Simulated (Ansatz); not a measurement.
# Binding across the interface in twisted graphene bilayer, 46.83° (76 atoms): runs compared

How much energy holds the two parts of twisted graphene bilayer, 46.83° (76 atoms) together, how does it fall off with distance, and how much does it hang on the functional?

Computed with Ansatz 0.2.0: Kohn-Sham DFT, PBE+D4, PAW (set soft_2), plane waves.

## 1. The cell as built

The cell holds 76 atoms: 76 C. Its edges and angles: a = 10.723 Å, b = 10.723 Å, c = 15.530 Å, α = 90.0°, β = 90.0°, γ = 120.0°. It derives from C (graphene). Graphene (a = 2.46 Å) under graphene (a = 2.46 Å), bilayer, commensurate cell of 19 unit cells a layer, twist 46.83 deg; facing planes 3.53 Å apart as built; 12 Å of vacuum; minimised with a classical potential. Regions: layer 1, 38 atoms (38 C); layer 2, 38 atoms (38 C). Vacuum lies along c.

## 2. The reference run

The reference is a single point at the end of the relaxation.

The parts (lower: layer 1 and upper: layer 2) keep their atoms where they stand in it, and shifted cells move the upper part rigidly.

Its input, with most atom lines left out:

```yaml
crystal:
  lattice:
    - [10.7229, 0.0, 0.0]
    - [-5.36145, 9.2863, 0.0]
    - [0.0, 0.0, 15.53]
  atoms:
    - { symbol: C, position: [0.17545, 0.77194, 0.39054] }
    - { symbol: C, position: [0.19298, 0.64913, 0.39062] }
    - { symbol: C, position: [0.2807, 0.0351, 0.3905] }
    - { symbol: C, position: [0.29825, 0.91229, 0.39056] }
    - { symbol: C, position: [0.1228, 0.14035, 0.39041] }
    - { symbol: C, position: [0.14035, 0.01755, 0.39041] }
    - { symbol: C, position: [0.22806, 0.40351, 0.39054] }
    [... atom lines 8 to 76 left out ...]
kpoints:
  mp_grid: { grid: [3, 3, 1] }
hamiltonian:
  xc: pbe
  dispersion: d4
scf:
  occupations: { method: gaussian, width: 0.05 }
output:
  forces: true
  populations: intrinsic
  dos:
    method: { smearing: { sigma: 0.1 } }
    de: 0.1
    projected:
      site_lists:
        C: [C]
        layer_1: [0, 1, 2, 3, 4, 5, 6, 7, 8, 9, 10, 11, 12, 13, 14, 15, 16, 17, 18, 19, 20, 21, 22, 23, 24, 25, 26, 27, 28, 29, 30, 31, 32, 33, 34, 35, 36, 37]
        layer_2: [38, 39, 40, 41, 42, 43, 44, 45, 46, 47, 48, 49, 50, 51, 52, 53, 54, 55, 56, 57, 58, 59, 60, 61, 62, 63, 64, 65, 66, 67, 68, 69, 70, 71, 72, 73, 74, 75]
  eigenvalues: true
  write_density: true
  write_potential: true
  volumetric_format: npy
  elf: true
```

```
free energy per atom   : -251.0719 eV/atom
r.m.s. force component : 0.00835 eV/Å
```

No gap is quoted, since levels at the Fermi energy are partly filled.

## 3. The runs

Each row is one run, on 4 threads of Arm Neoverse V1, shared host. The free energy is the program's total, comparable only between runs with the same functional, potentials and atoms, or as a whole against its parts.

```
                                 run  atoms    outcome  ionic steps, all passes  free energy (eV)  time  host memory (GiB)
           Single point at the start     76  converged                        -        -19081.465  30 s                4.1
                          Relaxation     76  converged                        2        -19081.465  43 s                4.1
Single point at the relaxed geometry     76  converged                        -        -19081.465  69 s                4.1
                The lower part alone     38  converged                        -         -9539.799  20 s                2.4
                The upper part alone     38  converged                        -         -9539.799  20 s                2.4
          Upper part moved by +0.3 Å     76  converged                        -        -19081.292  48 s                4.1
          Upper part moved by -0.3 Å     76  converged                        -        -19080.968  44 s                4.2
          Upper part moved by +0.8 Å     76  converged                        -        -19080.722  39 s                4.2
          Upper part moved by +1.6 Å     76  converged                        -        -19080.085  39 s                4.1
            Upper part moved by +3 Å     76  converged                        -        -19079.704  40 s                4.1
                     Whole cell, LDA     76  converged                        -        -18465.272  30 s                3.9
                     Lower part, LDA     38  converged                        -         -9232.246  10 s                2.2
                     Upper part, LDA     38  converged                        -         -9232.246  10 s                2.2
```

In some runs the program notes that positions were snapped to a detected symmetry and the exchange-correlation potential is rough where the density is thin.

## 4. Interaction energy

Whole cell less its two parts, each frozen at the geometry of the whole and solved in the same cell with the same functional, so that energy zeros cancel. The upper part is 'layer 2' and the lower part 'layer 1'. The nearest atoms of the two parts stand 3.40 Å apart. The face is 99.58 Å².

```
functional  interaction energy (eV)  of it, the added dispersion term (eV)  per area (meV/Å²)  per area (J/m²)  per atom of the upper part (meV)
    PBE+D4                   -1.868                                 -2.424              -18.8            -0.30                             -49.1
       LDA                   -0.779                                      -               -7.8            -0.13                             -20.5
```

## 5. Energy against separation

The upper part is moved rigidly along the normal from its place in the reference.

```
shift (Å)  energy change (eV)  per area (meV/Å²)  share of the binding lost (%)
     -0.3               0.497               4.99                              -
     +0.0               0.000               0.00                              -
     +0.3               0.173               1.73                              9
     +0.8               0.742               7.45                             40
     +1.6               1.380              13.86                             74
     +3.0               1.760              17.68                             94
```

## 6. Levels of whole and parts

```
      cell  level spacing (eV)  vacuum level at the upper face, over the highest filled level, or over E_F where no gap is given (eV)  moment (μB)
     whole                   -                                                                                                   4.28      no spin
lower part                   -                                                                                                   4.22      no spin
upper part                   -                                                                                                   4.22      no spin
```

A dash marks a cell without a clear gap, or without a flat potential in the vacuum.

## 7. What came out

The parts bind with 18.8 meV/Å² (1.87 eV for the cell) at the level PBE+D4, the size of van der Waals binding between sheets. The added dispersion term contributes -2.424 eV, the functional itself 0.556 eV. At this one geometry the functionals range from -18.8 (PBE+D4) to -7.8 meV/Å² (LDA). The curvature over ±0.3 Å is 1.2×10²⁰ N/m³, and the energy rises faster on the near side. At +3.0 Å, 94 % of the binding is lost; the shift also narrows the vacuum to the periodic image.

**Limits.** The parts are frozen, so the energy of their deformation isn't counted. No correction is made for dipoles across the vacuum, and the parts also feel their periodic images through it.

The DFT runs together took 7.4 min of wall time.

[Logs are printed without paths, hosts, clocks, repeated set-up lines and the standing remarks that a program may print on its own settings, such as how far it seeks lower states.]

[Hosts, paths, dates, database ids (printed as entryN), source tags and the programs' standing remarks are cut or masked in the printed files.]
